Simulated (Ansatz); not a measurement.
**PbS in Ansatz: convergence with k mesh**

The system is PbS.

```
Pb S
1.0
     4.08970    0.00000    0.00000
    -2.04485    3.54178    0.00000
     0.00000    0.00000    3.78817
Pb S
1 1
Direct
  0.00914 0.00313 0.99818
  0.64940 0.31891 0.50437
```

The cell comes from a database or a generator and needn't be the stable form of this composition.

The cell isn't the ideal one: atoms moved at random, drawn with an rms of 0.05 Å.

* Program: Ansatz 0.2.0
* Task: convergence study
* Functional: r2SCAN
* Potentials or basis: Ansatz PAW
* Cutoff: 500 eV (not typed: the program's choice for these potentials)
* k mesh: 2 × 2 × 2
* Occupations: cold, width 0.05 eV
* Spin: no spin polarisation

These are the settings of the first run; the series varies k mesh, with any setting tied to it.

Hardware: 2 threads of Intel(R) Xeon(R) Processor @ 2.50GHz (Skylake/Cascade Lake), on a shared host.

| k mesh | energy less the tightest run, at zero smearing (meV/atom) | pressure (GPa) | largest force (eV/Å) | gap on the mesh (eV) | SCF cycles | CPU time (s) | peak memory (GiB) |
| --- | --- | --- | --- | --- | --- | --- | --- |
| 2 × 2 × 2 | 121.28 | -0.66 | 0.153 | 1.081 | 7 | 7 | 0.42 |
| 3 × 3 × 3 | -26.29 | -1.37 | 0.185 | 0.825 | 6 | 9 | 0.44 |
| 4 × 4 × 4 | 3.95 | -0.80 | 0.158 | 0.275 | 9 | 18 | 0.46 |
| 6 × 6 × 5 | -1.31 | -0.84 | 0.157 | 0.172 | 10 | 43 | 0.52 |
| 7 × 7 × 6 | 0.70 | -0.88 | 0.147 | 0.000 | 7 | 45 | 0.56 |
| 9 × 9 × 8 | -0.51 | -0.90 | 0.153 | 0.000 | 7 | 95 | 0.73 |
| 10 × 10 × 10 | -0.15 | -0.97 | 0.153 | 0.000 | 7 | 140 | 0.9 |
| 12 × 12 × 12 | 0.00 | -0.86 | 0.153 | 0.000 | 6 | 220 | 1.2 |

Against the tightest run, the energy stays within 1 meV/atom from 7 × 7 × 6 on; the largest force stays within 0.005 eV/Å from 9 × 9 × 8 on; the gap on the mesh stays within 0.01 eV from 7 × 7 × 6 on. Not settled before the last step: the pressure (to 0.1 GPa). Meshes of other sizes hit other points, so gaps and Fermi surfaces needn't settle smoothly. The tightest run that finished is the yardstick and may itself not be fully converged.

Caveat, for the tightest run too: the PAW data sets come from PBE, with cores solved anew for the run's functional, which leaves a small shift of forces and pressure. Spin-orbit coupling is left out, which matters for the levels of Pb.
